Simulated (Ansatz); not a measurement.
Runs of Ansatz 0.2.0 on InP. Symmetry: F-43m, No. 216, cubic system. The conventional cell has a = 5.861 Å, b = 5.861 Å, c = 5.861 Å, α = 90.00°, β = 90.00°, γ = 90.00°. In (site symmetry -43m) has 4 P at 2.54 Å as nearest neighbours. P (site symmetry -43m) is surrounded by 4 In at 2.54 Å. 

| task | level | spin | cell | k mesh | cutoff (eV) | smearing | atoms under strain | points for each segment of the path | other keys | gap on the mesh (eV) | pressure (GPa) |
| --- | --- | --- | --- | --- | --- | --- | --- | --- | --- | --- | --- |
| single point | PBE | off | as given | 6 × 6 × 6 | 420 | fermi-dirac 0.05 eV | - | - | - | (b) | 3.3 |
| elastic constants | r2SCAN | off | as given | 7 × 7 × 7 | 500 | fixed | relaxed | - | - | 1.16 | 1.7 |
| single point | PBE | off | as given | 8 × 8 × 8 | 250 | fermi-dirac 0.05 eV | - | - | - | 0.77 | 3.4 |
| band structure | PBEsol | non-collinear, ferromagnetic start, SOC | as given | 8 × 8 × 8 | 420 | fixed | - | 14 | - | 0.59 | (c) |
| relaxation of cell and atoms | PBE+D3(BJ) | off | relaxed | 8 × 8 × 8 | 420 | fermi-dirac 0.05 eV | - | - | - | (a) | 0.0 |
| electron localisation function | r2SCANh | off | as given | 5 × 5 × 5 | 500 | fermi-dirac 0.1 eV | - | - | scf.eigensolver.kind = davidson; basis.precision = f64; … | 1.64 | 1.2 |

Alike in all rows: potentials or basis Ansatz PAW.

Question: Estimate the missing entries.

Answer: (a) 0.62; (b) 0.71; (c) 0.5.

Caveats: spin-orbit coupling is left out, which moves the levels of the heavy elements (some runs); the PAW data sets come from PBE, with cores solved anew for the run's functional, which leaves a small shift of forces and pressure (some runs); odd divisions of the mesh miss points on the zone boundary, where band edges often lie, so the gap on the mesh can be too wide (some runs); the thresholds are loose for stress (some runs); the pressure holds a Pulay correction of +25.9 GPa for the finite cutoff (some runs); the cutoff lies under the one recommended for these potentials (some runs); the starting moments weren't kept (some runs).

A k mesh can miss the band edges, and rows without SOC leave out spin-orbit coupling on In.
